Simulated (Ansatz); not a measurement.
Input of an Ansatz 0.2.0 run:

input.yaml

```yaml
crystal:
  lattice:
    - [4.0896976867, 0.0, 0.0]
    - [-2.0448488433, 3.5417820905, 0.0]
    - [0.0, 0.0, 3.788167]
  atoms:
    - { symbol: Pb, position: [0.0, 0.0, 0.0] }
    - { symbol: S, position: [0.6666666667, 0.3333333333, 0.5] }
kpoints:
  mp_grid: { grid: [8, 8, 7] }
  band_path:
    path:
      - [0.0, 0.0, 0.0]
      - [0.5, 0.0, 0.0]
      - [0.3333333333, 0.3333333333, 0.0]
      - [0.0, 0.0, 0.0]
      - [0.0, 0.0, 0.5]
      - [0.5, 0.0, 0.5]
      - [0.3333333333, 0.3333333333, 0.5]
      - [0.0, 0.0, 0.5]
    npoints: 12
scf:
  occupations: { method: fermi_dirac, width: 0.05 }
hamiltonian:
  xc: pbe
  pseudopotentials: { kind: all_electron, lapw: { basis_error: 0.001 } }
output:
  forces: true
  stress: true
  eigenvalues: true
```

Potentials or basis: all-electron LAPW, scalar-relativistic.

Command:

```bash
$ ansatz run input.yaml --threads 1 --pin off --max-ram 3072MiB --backend cpu --events-out ev --progress --plain --runs-dir out
```

Task: What does it give for the band gap along the path?

Result: None (metal or under the smearing width).

Task: What does it give for the pressure?

Result: 0.0 GPa.

Levels at the corners of the path, in eV from the Fermi level:
| point | band 21 | band 22 | band 23 | band 24 | band 25 | band 26 | band 27 | band 28 | band 29 | band 30 |
| --- | --- | --- | --- | --- | --- | --- | --- | --- | --- | --- |
| Γ | -13.15 | -6.44 | -2.15 | -1.67 | -1.67 | 3.46 | 3.46 | 5.26 | 6.50 | 7.08 |
| M | -12.06 | -8.45 | -2.68 | -1.79 | -1.17 | 1.93 | 3.93 | 5.27 | 5.40 | 10.88 |
| K | -11.88 | -8.55 | -4.12 | -1.02 | 0.13 | 1.86 | 3.53 | 3.81 | 8.24 | 8.43 |
| Γ | -13.15 | -6.44 | -2.15 | -1.67 | -1.67 | 3.46 | 3.46 | 5.26 | 6.50 | 7.08 |
| A | -12.04 | -8.95 | -1.09 | -1.09 | 0.03 | 0.89 | 3.87 | 3.87 | 8.18 | 8.18 |
| L | -11.42 | -7.37 | -4.06 | -4.02 | -1.42 | 2.13 | 2.79 | 2.81 | 8.25 | 10.65 |
| H | -11.34 | -7.07 | -4.10 | -3.93 | -2.29 | -0.32 | 4.19 | 5.83 | 7.69 | 10.73 |
| A | -12.04 | -8.95 | -1.09 | -1.09 | 0.03 | 0.89 | 3.87 | 3.87 | 8.18 | 8.18 |

Caveat: spin-orbit coupling is left out, which moves the levels of the heavy elements.
